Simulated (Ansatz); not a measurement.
**CaSe (Fm-3m)**

Theory: Ansatz 0.2.0, DFT PBE, scalar-relativistic, plane waves, PAW.

Settings: cutoff 420 eV, Γ-centred mesh 8×8×8 on the computed 2-atom cell, Gaussian smearing of 0.02 eV; no spin polarisation.

The structure is relaxed at this level of theory with its symmetry kept.

```
Ca Se
1.0
     0.00000    2.97937    2.97937
     2.97937    0.00000    2.97937
     2.97937    2.97937    0.00000
Ca Se
1 1
Direct
  0.00000 0.00000 0.00000
  0.50000 0.50000 0.50000
```

| Property | Result |
| --- | --- |
| Space group | Fm-3m (No. 225) |
| Volume per atom | 178.5 bohr³ |
| Formation energy from the elements' standard states (uncorrected) | -2.031 eV/atom |
| Kohn–Sham band gap | 2.08 eV, indirect from Γ to X |
| Löwdin character of the top 1 eV of the valence band | Se 4p 94 %, unprojected 5 % |
| Electron masses at the edge by Cartesian direction of the standard setting (m_e; degenerate bands sorted by energy; no spin-orbit coupling) | x: 1.4; y: 0.29; z: 0.29 |
| Hole masses at the edge by Cartesian direction of the standard setting (m_e; degenerate bands sorted by energy; no spin-orbit coupling) | x: 0.99, 0.99, 0.18; y: 0.99, 0.99, 0.18; z: 0.99, 0.99, 0.18 |
| Bulk modulus | 48 GPa |
| Its pressure derivative | 4.1 |
| Electronic dielectric constant xx, yy, zz of the standard setting (independent particles) | 6.1, 6.1, 6.1 |
| Bader charges (e) | Ca (1 in the cell) 1.45, Se (1 in the cell) -1.45 |